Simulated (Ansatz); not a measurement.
The system is Ir.

```xyz
2
Lattice="2.7514 0.0000 0.0000 -1.3757 2.3828 0.0000 0.0000 0.0000 4.4623" Properties=species:S:1:pos:R:3 pbc="T T T"
Ir    0.0000    1.5885    1.1156
Ir    1.3757    0.7943    3.3467
```

This isn't the form of Ir at room conditions, which is fcc.

| Item | Value |
| --- | --- |
| Program | Ansatz 0.2.0 |
| Task | relaxation of cell and atoms |
| Functional | BLYP |
| Dispersion | D3(BJ) |
| Potentials or basis | Ansatz PAW |
| Cutoff | 420 eV (not typed: the program's choice for these potentials) |
| k mesh | 11 × 11 × 6 |
| Occupations | fermi-dirac, width 0.05 eV |
| Spin | no spin polarisation |

At the start: volume 14.63 Å³/atom.

Where does the relaxation end?

It ends after 4 steps and the volume is 14.46 Å³/atom (-1.2 %); space group P6_3/mmc (No. 194, to 0.05 Å).

The path:
```
step  energy change (eV)  largest force (eV/Å)  volume (Å³)
   1              0.0000                0.0000        29.25
   2             -0.0043                0.0000        28.93
   3             -0.0043                0.0000        28.91
   4             -0.0042                0.0000        28.91
```

Final structure:
```
CELL_PARAMETERS angstrom
2.74066 0.00000 0.00000
-1.37033 2.37348 0.00000
0.00000 0.00000 4.44494
ATOMIC_POSITIONS crystal
Ir 0.33333 0.66667 0.25000
Ir 0.66667 0.33333 0.75000
```

Caveat: the plane-wave basis is chosen anew once the cell has moved, so the energies of steps on either side of that aren't comparable; pairwise dispersion overbinds metals, which lowers pressure and volume; the PAW data sets come from PBE, with cores solved anew for the run's functional, which leaves a small shift of forces and pressure.
